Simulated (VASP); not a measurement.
# SnTe in VASP: notebook, part 2 of 2

VASP 6.6.1.

## Step 4: Single point, LDA

INCAR

```
SYSTEM = SnTe
PREC = Accurate
ENCUT = 520
EDIFF = 1E-6
ISMEAR = 0
SIGMA = 0.03
LREAL = .FALSE.
LASPH = .TRUE.
NELM = 60
ALGO = Normal
ISIF = 2
LWAVE = .FALSE.
LCHARG = .TRUE.
GGA = CA
LELF = .TRUE.
LVHAR = .TRUE.
NBANDS = 17
```

KPOINTS

```
Automatic mesh
0
G
  10 10 10
  0 0 0
```

POSCAR

```
SnTe
1.0
    0.0000000000      3.0822275710      3.1912212004
    3.0822275710      0.0000000000      3.1912212004
    3.0822275710      3.0822275710      0.0000000000
Sn Te
1 1
Direct
    0.0000000000      0.0000000000      0.0000000000
    0.5000000000      0.5000000000      0.5000000000
```

Potentials or basis: VASP PAW LDA potentials, release 64 (Sn_d, Te).

The run is started by

```console
$ cat potpaw_LDA.64/Sn_d/POTCAR potpaw_LDA.64/Te/POTCAR > POTCAR
$ mpirun -np 1 vasp_std > vasp.out
```

OUTCAR:

```text
SYSTEM = SnTe
   PREC = Accurate
   ENCUT = 520
   EDIFF = 1E-6
   ISMEAR = 0
   LREAL = .FALSE.
   LASPH = .TRUE.
   NELM = 60
   ISIF = 2
   GGA = CA

 ion  position               nearest neighbor table
   1  0.000  0.000  0.000-   2 3.08   2 3.08   2 3.08   2 3.08   2 3.19   2 3.19
   2  0.500  0.500  0.500-   1 3.08   1 3.08   1 3.08   1 3.08   1 3.19   1 3.19

  LATTYP: Found a body centered tetragonal cell.
 ALAT       =     4.3589280332
 C/A-ratio  =     1.4642229356

  Lattice vectors:

 A1 = (  -3.0822275710,   0.0000000000,   3.1912212004)
 A2 = (   3.0822275710,   0.0000000000,   3.1912212004)
 A3 = (   0.0000000000,   3.0822275710,  -3.1912212004)

Analysis of symmetry for initial positions (statically):
=====================================================================
 Subroutine PRICEL returns:
 Original cell was already a primitive cell.

 Routine SETGRP: Setting up the symmetry group for a
 body centered tetragonal supercell.

 Subroutine GETGRP returns: Found 16 space group operations
 (whereof 16 operations were pure point group operations)
 out of a pool of 16 trial point group operations.

The static configuration has the point symmetry D_4h.

Analysis of symmetry for dynamics (positions and initial velocities):
=====================================================================
 Subroutine PRICEL returns:
 Original cell was already a primitive cell.

 Routine SETGRP: Setting up the symmetry group for a
 body centered tetragonal supercell.

 Subroutine GETGRP returns: Found 16 space group operations
 (whereof 16 operations were pure point group operations)
 out of a pool of 16 trial point group operations.

The dynamic configuration has the point symmetry D_4h.

 Subroutine INISYM returns: Found 16 space group operations
 (whereof 16 operations are pure point group operations),
 and found     1 'primitive' translations

----------------------------------------------------------------------------------------

                                     Primitive cell

  volume of cell :      60.6340

  direct lattice vectors                    reciprocal lattice vectors
     0.000000000  3.082227571  3.191221200    -0.162220339  0.162220339  0.156679832
     3.082227571  0.000000000  3.191221200     0.162220339 -0.162220339  0.156679832
     3.082227571  3.082227571  0.000000000     0.162220339  0.162220339 -0.156679832

  length of vectors
     4.436667618  4.436667618  4.358928033     0.277811890  0.277811890  0.277811890

  position of ions in fractional coordinates (direct lattice)
     0.000000000  0.000000000  0.000000000
     0.500000000  0.500000000  0.500000000

  ion indices of the primitive-cell ions
   primitive index   ion index
                 1           1
                 2           2

----------------------------------------------------------------------------------------

 KPOINTS: Automatic mesh

Automatic generation of k-mesh.
 Grid dimensions read from file:
 generate k-points for:   10   10   10

 Generating k-lattice:

  Cartesian coordinates                     Fractional coordinates (reciprocal lattice)
    -0.016222034  0.016222034  0.015667983     0.100000000  0.000000000  0.000000000
     0.016222034 -0.016222034  0.015667983     0.000000000  0.100000000  0.000000000
     0.016222034  0.016222034 -0.015667983     0.000000000  0.000000000  0.100000000

  Length of vectors
     0.027781189  0.027781189  0.027781189

  Shift w.r.t. Gamma in fractional coordinates (k-lattice)
     0.000000000  0.000000000  0.000000000

 Subroutine IBZKPT returns following result:
 ===========================================

 Found    102 irreducible k-points:

 Following reciprocal coordinates:
            Coordinates               Weight
  0.000000  0.000000  0.000000      1.000000
  0.100000 -0.000000  0.000000      8.000000
  0.200000 -0.000000  0.000000      8.000000
  0.300000 -0.000000  0.000000      8.000000
  0.400000 -0.000000  0.000000      8.000000
  0.500000 -0.000000  0.000000      4.000000
[... 16 lines left out ...]
  0.300000  0.300000  0.000000      2.000000
  0.400000  0.300000  0.000000      8.000000
 [... further k-points ...]
   k-points           NKPTS =    102   k-points in BZ     NKDIM =    102   number of bands    NBANDS=     17
   number of dos      NEDOS =    301   number of ions     NIONS =      2
   total plane-waves  NPLWV =  41472
   dimension x,y,z NGX =    36 NGY =   36 NGZ =   32
   dimension x,y,z NGXF=    72 NGYF=   72 NGZF=   64
   ions per type =               1   1
   NGX,Y,Z   is equivalent  to a cutoff of  13.49, 13.49, 12.20 a.u.
   NGXF,Y,Z  is equivalent  to a cutoff of  26.98, 26.98, 24.41 a.u.
 SYSTEM =  SnTe
   PREC   = accura    normal or accurate (medium, high low for compatibility)
   ISTART =      0    job   : 0-new  1-cont  2-samecut
   ICHARG =      2    charge: 1-file 2-atom 10-const
   ISPIN  =      1    spin polarized calculation?
   LNONCOLLINEAR =      F non collinear calculations
   LSORBIT =      F    spin-orbit coupling
   LASPH  =      T    aspherical Exc in radial PAW
   ENCUT  =  520.0 eV  38.22 Ry    6.18 a.u.   8.25  8.25  8.10*2*pi/ulx,y,z
   NELM   =     60;   NELMIN=  2; NELMDL= -5     # of ELM steps
   EDIFF  = 0.1E-05   stopping-criterion for ELM
   LREAL  =      F    real-space projection
   EDIFFG = 0.1E-04   stopping-criterion for IOM
   NSW    =      0    number of steps for IOM
   IBRION =     -1    ionic relax: 0-MD 1-quasi-New 2-CG
   NFREE  =      0    steps in history (QN), initial steepest desc. (CG)
   ISIF   =      2    stress and relaxation
   ISYM   =      2    0-nonsym 1-usesym 2-fastsym
   POTIM  = 0.5000    time-step for ionic-motion
   TEBEG  =    0.0;   TEEND  =   0.0 temperature during run
   PSTRESS=    0.0 pullay stress
   NELECT =      20.0000    total number of electrons
   NUPDOWN=      -1.0000    fix difference up-down
   EMIN   =  10.00;   EMAX   =-10.00  energy-range for DOS
   EFERMI =   0.00;   METHOD = LEGACY
   ISMEAR =     0;   SIGMA  =   0.03  broadening in eV -4-tet -1-fermi 0-gaus
   EFERMI_NEDOS =   21; number of points for ismear=-14 and -15
   IALGO  =     38    algorithm
   IMIX   =      4    mixing-type and parameters
     AMIX     =   0.40;   BMIX     =  1.00
     AMIX_MAG =   1.60;   BMIX_MAG =  1.00
  volume/ion in A,a.u.               =      30.32       204.59
  Fermi-wavevector in a.u.,A,eV,Ry     =   1.131131  2.137527 17.408060  1.279456
  Thomas-Fermi vector in A             =   2.267829
   LORBIT       =      0    0 simple, 1 ext, 2 COOP (PROOUT), +10 PAW based schemes
   GGA     = CA    functional components
   LHFCALC =     F    Hartree Fock is set to
   AEXX    =    0.0000 exact exchange contribution
   IVDW    =     0    specifies the selected vdW correction
   LEPSILON=     F    determine dielectric tensor
   LRPA    =     F    only Hartree local field effects (RPA)
 non-spin polarized calculation
 Gauss-broadening in eV      SIGMA  =   0.03
  energy-cutoff  :      520.00
  volume of cell :       60.63
 maximum number of plane-waves:      1662
 NGX is ok and might be reduce to    36
   NGX = 17   NGY = 17   NGZ = 17

 number of electron      20.0000000 magnetization

 Free energy of the ion-electron system (eV)
  ---------------------------------------------------
  ext. energy  EPLUGINS =         0.00000000
  ---------------------------------------------------
  free energy    TOTEN  =        -8.81162290 eV

  energy without entropy =       -8.81162290  energy(sigma->0) =       -8.81162290

 E-fermi :   7.1478     XC(G=0):  -9.8750

 val. band max:        7.0106068211   @ k =   0.5000  -0.0000   0.0000
 cond. band min:       7.3047659190   @ k =   0.5000  -0.0000   0.0000
 fundamental gap:      0.2941590980
 Fermi energy:         7.1478047295

 k-point     1 :       0.0000    0.0000    0.0000
  band No.  band energies     occupation
      1     -14.6752      2.00000
      2     -14.6657      2.00000
      3     -14.6613      2.00000
      4     -14.6613      2.00000
      5     -14.6541      2.00000
      6      -5.9231      2.00000
[... 9 lines left out ...]
     16      11.9484      0.00000
     17      13.6744      0.00000
[... 441 lines left out ...]
 k-point    24 :       0.4000    0.3000    0.0000
  band No.  band energies     occupation
      1     -14.6892      2.00000
      2     -14.6630      2.00000
      3     -14.6566      2.00000
      4     -14.6525      2.00000
      5     -14.6521      2.00000
      6      -4.7539      2.00000
[... 9 lines left out ...]
     16      16.4063      0.00000
     17      16.6551      0.00000

 [... further k-points ...]

------------------------ aborting loop because EDIFF is reached ----------------------------------------

  FORCE on cell =-STRESS in cart. coord.  units (eV):
  Direction    XX          YY          ZZ          XY          YZ          ZX
  --------------------------------------------------------------------------------------
  -------------------------------------------------------------------------------------
  Total        0.6559742      0.6559742     -1.1007598      0.0000000      0.0000000      0.0000000
  in kB       17.3332920     17.3332920    -29.0861911      0.0000000      0.0000000      0.0000000
  external PRESSURE =       1.8601309 kB  Pullay stress =       0.0000000 kB

 VOLUME and BASIS-vectors are now :
 -----------------------------------------------------------------------------
  energy-cutoff  :      520.00
  volume of cell :       60.63
      direct lattice vectors                 reciprocal lattice vectors
     0.000000000  3.082227571  3.191221200    -0.162220339  0.162220339  0.156679832
     3.082227571  0.000000000  3.191221200     0.162220339 -0.162220339  0.156679832
     3.082227571  3.082227571  0.000000000     0.162220339  0.162220339 -0.156679832

 POSITION                                       TOTAL-FORCE (eV/Angst)
 -----------------------------------------------------------------------------------
      0.00000      0.00000      0.00000         0.000000     -0.000000     -0.000000
      3.08223      3.08223      3.19122        -0.000000      0.000000      0.000000
 -----------------------------------------------------------------------------------
    total drift:                               -0.000000      0.000000      0.000000

  FREE ENERGIE OF THE ION-ELECTRON SYSTEM (eV)
  ---------------------------------------------------
  free  energy   TOTEN  =        -8.8116228969 eV

  energy  without entropy=       -8.8116228969  energy(sigma->0) =       -8.81162290
```

OSZICAR:

```text
N       E                     dE             d eps       ncg     rms          rms(c)
DAV:   1     0.125933254803E+03    0.12593E+03   -0.94999E+03  3489   0.138E+03
DAV:   2     0.291528625864E+01   -0.12302E+03   -0.11965E+03  3701   0.332E+02
DAV:   3    -0.852127358150E+01   -0.11437E+02   -0.11277E+02  4376   0.902E+01
DAV:   4    -0.885659925419E+01   -0.33533E+00   -0.33507E+00  4079   0.160E+01
DAV:   5    -0.887018698200E+01   -0.13588E-01   -0.13587E-01  5153   0.313E+00    0.504E+00
DAV:   6    -0.881732911774E+01    0.52858E-01   -0.10281E-01  4832   0.228E+00    0.317E+00
DAV:   7    -0.881258743898E+01    0.47417E-02   -0.41168E-02  4528   0.105E+00    0.685E-01
DAV:   8    -0.881161085398E+01    0.97659E-03   -0.67972E-03  4420   0.652E-01    0.153E-01
DAV:   9    -0.881164561494E+01   -0.34761E-04   -0.61155E-04  4754   0.218E-01    0.498E-02
DAV:  10    -0.881162320820E+01    0.22407E-04   -0.74460E-05  4562   0.742E-02    0.241E-02
DAV:  11    -0.881162340582E+01   -0.19762E-06   -0.25991E-05  4574   0.402E-02    0.194E-02
DAV:  12    -0.881162289693E+01    0.50889E-06   -0.25484E-06  3651   0.131E-02
   1 F= -.88116229E+01 E0= -.88116229E+01  d E =-.870130E-13
```

Run time: 2.6 min. Hardware: 1 thread of Intel Xeon 8259CL, shared host; peak memory 0.24 GiB.

What came out:

```yaml
Free_energy: -8.8116 eV
Pressure: 0.2 GPa
Band_gap_on_the_k_mesh: 0.29 eV
```

Stress tensor (GPa, compression positive):
```
 1.73  0.00  0.00
 0.00  1.73  0.00
 0.00  0.00 -2.91
```

Caveat: semilocal functionals underestimate gaps, and a narrow one can read as zero; spin-orbit coupling is left out, which moves the levels of the heavy elements. A k mesh can miss the band edges.

## Step 5: The runs side by side

```csv
cell,gap on the mesh (eV),pressure (GPa)
"a = 4.410 Å, angles 60.0°, 2 atoms, atomic positions A",0.21,0.0
"a = 4.410 Å, angles 60.0°, 2 atoms, atomic positions B",0.35,0.2
"a = 4.437, b = 4.437, c = 4.359 Å, angles 60.6, 60.6, 58.8°, 2 atoms, atomic positions A",0.29,0.2
```

Alike in all rows: task single point; level LDA; potentials or basis VASP PAW LDA potentials, release 64 (Sn_d, Te); no spin polarisation; k mesh 10 × 10 × 10; cutoff (eV) 520; smearing gaussian 0.03 eV.

Caveats: semilocal functionals underestimate gaps, and a narrow one can read as zero; spin-orbit coupling is left out, which moves the levels of the heavy elements.

Total energies depend on the potentials used, so only differences within one code and one set of settings carry meaning.

## Step 6: How close it comes

Step 2. A measured gap of SnTe is 0.18 eV (direct; 300 K; a printed reference work, textbook); the calculated 0.21 eV misses it by +0.03 eV. Spin-orbit coupling on Sn, Te is left out. The value is that of LDA on a finite k mesh, which can miss the band edges, without temperature or zero-point motion.
